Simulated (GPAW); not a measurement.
TiC:

```
Ti C
1.0
     0.00000    2.16572    2.16572
     2.16572    0.00000    2.16572
     2.16572    2.16572    0.00000
Ti C
1 1
Direct
  0.00000 0.00000 0.00000
  0.50000 0.50000 0.50000
```

The cell is a database's computed one.

| Property | Result |
| --- | --- |
| Program | GPAW 26.7.0 |
| Task | relaxation of cell and atoms |
| Functional | PBEsol |
| Dispersion | D3(BJ) |
| Potentials or basis | PAW data sets generated in the run's folder for this functional |
| Cutoff | 800 eV |
| Basis | pw |
| k mesh | 11 × 11 × 11 |
| Occupations | fermi-dirac, width 0.05 eV |
| Spin | no spin polarisation |

At the start: pressure -12.4 GPa; volume 10.16 Å³/atom.

Q: How do energy, volume and symmetry change on relaxing?

A: Over 4 steps the energy falls by 17.5 meV/atom and the volume is 9.68 Å³/atom (-4.7 %); space group Fm-3m (No. 225, to 0.05 Å).

Step by step:
```
step  energy change (eV)  largest force (eV/Å)  pressure (GPa)  volume (Å³)
   1              0.0000                0.0000          -12.38        20.32
   2             -0.0208                0.0000           -8.32        19.98
   3             -0.0349                0.0000            0.45        19.33
   4             -0.0350                0.0000           -0.01        19.36
```

Final structure:
```
Ti C
1.0
     0.00000    2.13133    2.13133
     2.13133    0.00000    2.13133
     2.13133    2.13133    0.00000
Ti C
1 1
Cartesian
  0.0000 0.0000 0.0000
  2.1313 2.1313 2.1313
```

Caveat: later steps reuse the first step's grids; pairwise dispersion overbinds metals, which lowers pressure and volume.
